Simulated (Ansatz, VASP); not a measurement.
**GaP in two plane-wave programs**

Wanted: the spread between two codes on one cell, functional and k mesh. The cell is taken from a series of VASP runs on this material, whose earlier steps may have relaxed, scaled or displaced it; both programs get it as it stands.

Calculated with Ansatz 0.2.0; plane waves, with VASP 6.6.1 beside it; elastic constants at LDA.

**1. The structure**

Symmetry: F-43m, No. 216, cubic system. Conventional cell: a = 5.394 Å, b = 5.394 Å, c = 5.394 Å, α = 90.00°, β = 90.00°, γ = 90.00°. Ga has 4 P at 2.34 Å nearest. P has 4 Ga at 2.34 Å nearest. Farther neighbours are not listed.

As a file:

```cif
data_structure
_symmetry_space_group_name_H-M 'F-43m'
_symmetry_Int_Tables_number 216
_cell_length_a 5.3936
_cell_length_b 5.3936
_cell_length_c 5.3936
_cell_angle_alpha 90.000
_cell_angle_beta 90.000
_cell_angle_gamma 90.000
_cell_volume 156.90
loop_
_atom_site_label
_atom_site_type_symbol
_atom_site_symmetry_multiplicity
_atom_site_Wyckoff_symbol
_atom_site_fract_x
_atom_site_fract_y
_atom_site_fract_z
_atom_site_occupancy
Ga1 Ga 4 a 0.00000 0.00000 0.00000 1
P1 P 4 c 0.25000 0.25000 0.25000 1
```

**2. VASP: elastic constants, LDA**

Elastic constants are differences of stresses under small strains, so they test the stress and the mesh.

Lines of VASP's logs that name or quote its potential files are left out, and so is its time.

The input, INCAR:

```
SYSTEM = GaP
PREC = Accurate
ENCUT = 700
EDIFF = 1E-08
NELM = 100
ISMEAR = 0
SIGMA = 0.03
LREAL = .FALSE.
ALGO = Normal
GGA = CA
NBANDS = 15
LORBIT = 11
LWAVE = .FALSE.
LCHARG = .FALSE.
KPAR = 4
IBRION = 6
NFREE = 2
POTIM = 0.015
ISIF = 3
NSW = 1
```

The input, POSCAR:

```
GaP
1.0
    0.0000000000      2.6967765101      2.6967765101
    2.6967765101      0.0000000000      2.6967765101
    2.6967765101      2.6967765101      0.0000000000
Ga P
1 1
Direct
    0.0000000000      0.0000000000      0.0000000000
    0.7500000000      0.7500000000      0.7500000000
```

The input, KPOINTS:

```
Automatic mesh
0
Gamma
8 8 8
0 0 0
```

Potentials, in the order of the species: Ga_d and P (LDA family, release 64).

Command:

```sh
> mpirun -np 4 vasp_std
```

Numbers of over 12 decimals in the logs are rounded to 6 here.

The log of the run:

```text
[banner, memory and clock lines left out]
running    4 mpi-ranks, on    1 nodes
 distrk:  each k-point on    1 cores,    4 groups
 distr:  one band on    1 cores,    1 groups

 POSCAR found type information on POSCAR GaP
 POSCAR found :  2 types and       2 ions
 LDA part: xc-table for (Slater(with rela. corr.)+CA(PZ))
 , standard interpolation
 POSCAR, INCAR and KPOINTS ok, starting setup
 FFT: planning ... GRIDC
 FFT: planning ... GRID_SOFT
 FFT: planning ... GRID
 WAVECAR not read
 entering main loop
       N       E                     dE             d eps       ncg     rms          rms(c)
DAV:   1     0.876359885500E+02    0.87636E+02   -0.10559E+04   910   0.206E+03
DAV:   2    -0.354168193858E+01   -0.91178E+02   -0.87558E+02   933   0.351E+02
DAV:   3    -0.106527745172E+02   -0.71111E+01   -0.70749E+01  1115   0.752E+01
DAV:   4    -0.107824611783E+02   -0.12969E+00   -0.12962E+00  1015   0.107E+01
DAV:   5    -0.107848585494E+02   -0.23974E-02   -0.23971E-02  1180   0.128E+00    0.448E+00
DAV:   6    -0.105062233343E+02    0.27864E+00   -0.38865E-01  1340   0.114E+01    0.288E+00
DAV:   7    -0.104556090735E+02    0.50614E-01   -0.93542E-02  1149   0.225E+00    0.107E+00
DAV:   8    -0.104509501744E+02    0.46589E-02   -0.12291E-02  1074   0.130E+00    0.207E-01
DAV:   9    -0.104509131516E+02    0.37023E-04   -0.10493E-03  1278   0.429E-01    0.642E-02
DAV:  10    -0.104509106616E+02    0.24900E-05   -0.52604E-05  1356   0.877E-02    0.257E-02
DAV:  11    -0.104509166640E+02   -0.60024E-05   -0.86463E-06  1124   0.453E-02    0.735E-03
DAV:  12    -0.104509164637E+02    0.20027E-06   -0.51572E-07  1162   0.832E-03    0.502E-03
DAV:  13    -0.104509164390E+02    0.24709E-07   -0.19192E-07  1122   0.454E-03    0.870E-04
DAV:  14    -0.104509164385E+02    0.45566E-09   -0.83532E-09   736   0.110E-03
   1 F= -.10450916E+02 E0= -.10450916E+02  d E =-.171608E-11
[... from here on, the cycles between the ionic steps are left out ...]
   2 F= -.10447038E+02 E0= -.10447038E+02  d E =-.745366E-11
   3 F= -.10446952E+02 E0= -.10446952E+02  d E =-.295042E-12
   9 F= -.10448267E+02 E0= -.10448267E+02  d E =-.149635E-15
  10 F= -.10448267E+02 E0= -.10448267E+02  d E =-.150193E-15
  11 F= -.10448267E+02 E0= -.10448267E+02  d E =-.149702E-15
  12 F= -.10448267E+02 E0= -.10448267E+02  d E =-.150226E-15
  13 F= -.10448267E+02 E0= -.10448267E+02  d E =-.149738E-15
  14 F= -.10449742E+02 E0= -.10449742E+02  d E =-.207858E-19
  15 F= -.10449742E+02 E0= -.10449742E+02  d E =-.208401E-19
  16 F= -.10449739E+02 E0= -.10449739E+02  d E =-.208070E-19
 Finite differences progress:
  Degree of freedom:   8/  8
  Displacement:        1/  2
  Total:              15/ 16
 bond charge predicted
       N       E                     dE             d eps       ncg     rms          rms(c)
DAV:   1    -0.104480066171E+02    0.17322E-02   -0.26536E-01  2864   0.229E+00    0.177E-01
DAV:   2    -0.104498522879E+02   -0.18457E-02   -0.21524E-02  3780   0.953E-01    0.883E-02
DAV:   3    -0.104497468629E+02    0.10542E-03   -0.44354E-04  3723   0.190E-01    0.322E-02
DAV:   4    -0.104497395808E+02    0.72821E-05   -0.62477E-05  3734   0.754E-02    0.783E-03
DAV:   5    -0.104497387914E+02    0.78944E-06   -0.11013E-05  3228   0.270E-02    0.535E-03
DAV:   6    -0.104497388851E+02   -0.93727E-07   -0.52074E-07  3734   0.601E-03    0.184E-03
DAV:   7    -0.104497388464E+02    0.38653E-07   -0.13644E-07  3556   0.273E-03    0.228E-04
DAV:   8    -0.104497388490E+02   -0.25811E-08   -0.23602E-08  3348   0.969E-04
  17 F= -.10449739E+02 E0= -.10449739E+02  d E =-.208085E-19
 Finite differences progress:
  Degree of freedom:   8/  8
  Displacement:        2/  2
  Total:              16/ 16
```

From OUTCAR (step 2):

```text
ion  position               nearest neighbor table
   1  0.000  0.000  0.000-   2 2.34   2 2.34   2 2.34   2 2.34
   2  0.750  0.750  0.750-   1 2.34   1 2.34   1 2.34   1 2.34

  LATTYP: Found a face centered cubic cell.
 ALAT       =     5.3935530202

 Subroutine GETGRP returns: Found 24 space group operations
 (whereof 24 operations were pure point group operations)

The static configuration has the point symmetry T_d .

 Found     29 irreducible k-points:

   k-points           NKPTS =     29   k-points in BZ     NKDIM =     29   number of bands    NBANDS=     15

   dimension x,y,z NGX =    36 NGY =   36 NGZ =   36
   dimension x,y,z NGXF=    72 NGYF=   72 NGZF=   72

   ENCUT  =  700.0 eV  51.45 Ry    7.17 a.u.   8.23  8.23  8.23*2*pi/ulx,y,z

   NELECT =      18.0000    total number of electrons

 k-points in reciprocal lattice and weights: Automatic mesh
   0.00000000  0.00000000  0.00000000       0.002
   0.12500000  0.00000000  0.00000000       0.016
   0.25000000  0.00000000  0.00000000       0.016
   0.37500000  0.00000000  0.00000000       0.016
   0.50000000  0.00000000  0.00000000       0.008
   0.12500000  0.12500000  0.00000000       0.012
   0.25000000  0.12500000  0.00000000       0.047
   0.37500000  0.12500000  0.00000000       0.047
   0.50000000  0.12500000  0.00000000       0.047
[...]
-0.37500000  0.50000000  0.12500000       0.023
  -0.25000000  0.50000000  0.25000000       0.012

 average (electrostatic) potential at core
       1 -66.2748       2 -84.3207

 E-fermi :   5.0590

 k-point     1 :       0.0000    0.0000    0.0000
  band No.  band energies     occupation
    ...
      5      -9.8218      2.00000
      6      -7.9155      2.00000
      7       4.7876      2.00000
      8       4.8356      2.00000
      9       4.8815      2.00000
     10       6.7343      0.00000
     11       8.5923      0.00000
     12       8.6182      0.00000
     13       8.6466      0.00000
     14      13.4696      0.00000
    ...

 k-point     2 :       0.1250    0.0000    0.0000
  band No.  band energies     occupation
    ...
      5      -9.8218      2.00000
      6      -7.7050      2.00000
      7       3.1832      2.00000
      8       4.5454      2.00000
      9       4.6085      2.00000
     10       7.2939      0.00000
     11       8.9655      0.00000
     12       9.0127      0.00000
     13       9.2579      0.00000
     14      14.0015      0.00000
    ...

 k-point     3 :       0.2500    0.0000    0.0000
  band No.  band energies     occupation
    ...
      5      -9.8203      2.00000
      6      -7.1072      2.00000
      7       0.8584      2.00000
      8       4.0934      2.00000
      9       4.1577      2.00000
     10       6.9322      0.00000
     11       9.4613      0.00000
     12       9.5350      0.00000
     13      11.1926      0.00000
     14      13.7988      0.00000
    ...

  Total        0.0003250      0.0030027      0.0030027      0.0000000     -0.1207330      0.0000000
  in kB        0.0132761      0.1226489      0.1226489      0.0000000     -4.9314158      0.0000000
  external PRESSURE =       0.0861913 kB  Pullay stress =       0.0000000 kB

  energy-cutoff  :      700.00
  volume of cell :       39.23
      direct lattice vectors                 reciprocal lattice vectors
     0.000000000  2.696776510  2.696776510    -0.185406539  0.185406539  0.185406539
     2.696776510  0.000000000  2.696776510     0.185406539 -0.185406539  0.185406539
     2.696776510  2.696776510  0.000000000     0.185406539  0.185406539 -0.185406539

 POSITION                                       TOTAL-FORCE (eV/Angst)
 -----------------------------------------------------------------------------------
      0.00000      0.00000      0.00000        -0.157020     -0.000000     -0.000000
      4.03016      4.04516      4.04516         0.157020      0.000000      0.000000
 -----------------------------------------------------------------------------------
    total drift:                               -0.000026      0.000000      0.000000

  FREE ENERGIE OF THE ION-ELECTRON SYSTEM (eV)
  ---------------------------------------------------
  free  energy   TOTEN  =       -10.4497388490 eV

  energy  without entropy=      -10.4497388490  energy(sigma->0) =      -10.44973885

  SYMMETRIZED ELASTIC MODULI (kBar)
 Direction    XX          YY          ZZ          XY          YZ          ZX
 --------------------------------------------------------------------------------
 XX        1421.5885    638.1659    638.1659      0.0000     -0.0000      0.0000
 YY         638.1659   1421.5885    638.1659     -0.0000     -0.0000      0.0000
 ZZ         638.1659    638.1659   1421.5885     -0.0000      0.0000     -0.0000
 XY           0.0000     -0.0000     -0.0000    963.8222      0.0000      0.0000
 YZ          -0.0000     -0.0000      0.0000      0.0000    963.8222      0.0000
 ZX           0.0000      0.0000     -0.0000      0.0000      0.0000    963.8222
 --------------------------------------------------------------------------------

 Eigenvectors and eigenvalues of the dynamical matrix
 ----------------------------------------------------

   1 f  =   10.920435 THz    68.615117 2PiTHz  364.266504 cm-1    45.163270 meV
             X         Y         Z           dx          dy          dz
      0.000000  0.000000  0.000000    -0.000000   -0.554431    0.000000
      4.045165  4.045165  4.045165     0.000000    0.832229    0.000000

   2 f  =   10.920435 THz    68.615117 2PiTHz  364.266504 cm-1    45.163270 meV
             X         Y         Z           dx          dy          dz
      0.000000  0.000000  0.000000     0.000000    0.000000   -0.554431
      4.045165  4.045165  4.045165     0.000000   -0.000000    0.832229

   3 f  =   10.920435 THz    68.615117 2PiTHz  364.266504 cm-1    45.163270 meV
             X         Y         Z           dx          dy          dz
      0.000000  0.000000  0.000000     0.554431   -0.000000    0.000000
      4.045165  4.045165  4.045165    -0.832229    0.000000   -0.000000

   4 f/i=    0.002389 THz     0.015010 2PiTHz    0.079687 cm-1     0.009880 meV
             X         Y         Z           dx          dy          dz
      0.000000  0.000000  0.000000    -0.112999   -0.756723   -0.327426
      4.045165  4.045165  4.045165    -0.075280   -0.504129   -0.218131

   5 f/i=    0.002389 THz     0.015010 2PiTHz    0.079687 cm-1     0.009880 meV
             X         Y         Z           dx          dy          dz
      0.000000  0.000000  0.000000     0.818749   -0.063941   -0.134786
      4.045165  4.045165  4.045165     0.545451   -0.042597   -0.089794

   6 f/i=    0.002389 THz     0.015010 2PiTHz    0.079687 cm-1     0.009880 meV
             X         Y         Z           dx          dy          dz
      0.000000  0.000000  0.000000    -0.097401    0.340423   -0.753147
      4.045165  4.045165  4.045165    -0.064888    0.226790   -0.501747

 ELASTIC MODULI CONTR FROM IONIC RELAXATION (kBar)
 Direction    XX          YY          ZZ          XY          YZ          ZX
 --------------------------------------------------------------------------------
 XX          -0.0000     -0.0000     -0.0000     -0.0000     -0.0000      0.0000
 YY          -0.0000     -0.0000     -0.0000     -0.0000     -0.0000     -0.0000
 ZZ          -0.0000     -0.0000     -0.0000     -0.0000     -0.0000      0.0000
 XY          -0.0000     -0.0000     -0.0000   -253.2886      0.0000      0.0000
 YZ          -0.0000     -0.0000     -0.0000      0.0000   -253.2886      0.0000
 ZX           0.0000     -0.0000      0.0000      0.0000      0.0000   -253.2886
 --------------------------------------------------------------------------------

 TOTAL ELASTIC MODULI (kBar)
 Direction    XX          YY          ZZ          XY          YZ          ZX
 --------------------------------------------------------------------------------
 XX        1421.5885    638.1659    638.1659      0.0000     -0.0000      0.0000
 YY         638.1659   1421.5885    638.1659     -0.0000     -0.0000     -0.0000
 ZZ         638.1659    638.1659   1421.5885     -0.0000      0.0000      0.0000
 XY           0.0000     -0.0000     -0.0000    710.5336      0.0000      0.0000
 YZ          -0.0000     -0.0000      0.0000      0.0000    710.5336      0.0000
 ZX           0.0000     -0.0000      0.0000      0.0000      0.0000    710.5336
 --------------------------------------------------------------------------------

 total charge
# of ion       s       p       d       tot
------------------------------------------
    1        0.877   0.895  10.018  11.790
    2        1.022   1.533   0.000   2.555
--------------------------------------------------
tot          1.899   2.428  10.018  14.345

[... 3 further parts left out ...]
```

CONTCAR:

```
GaP
   1.00000000000000
     0.0000000000000000    2.6967765100999999    2.6967765100999999
     2.6967765100999999    0.0000000000000000    2.6967765100999999
     2.6967765100999999    2.6967765100999999    0.0000000000000000
  Ga              P
     1     1
Direct
     0.0000000000000000    0.0000000000000000    0.0000000000000000
     0.7527810980894823    0.7472189019105177    0.7472189019105175
```

[end of part 1 of 2]

[Lines on the potential files, build, host, timing and source positions are cut from VASP's logs without a mark.]

[Logs are printed without paths, hosts, clocks, repeated set-up lines and the standing remarks that a program may print on its own settings, such as how far it seeks lower states.]

[Hosts, paths, dates, database ids (printed as entryN), source tags and the programs' standing remarks are cut or masked in the printed files.]
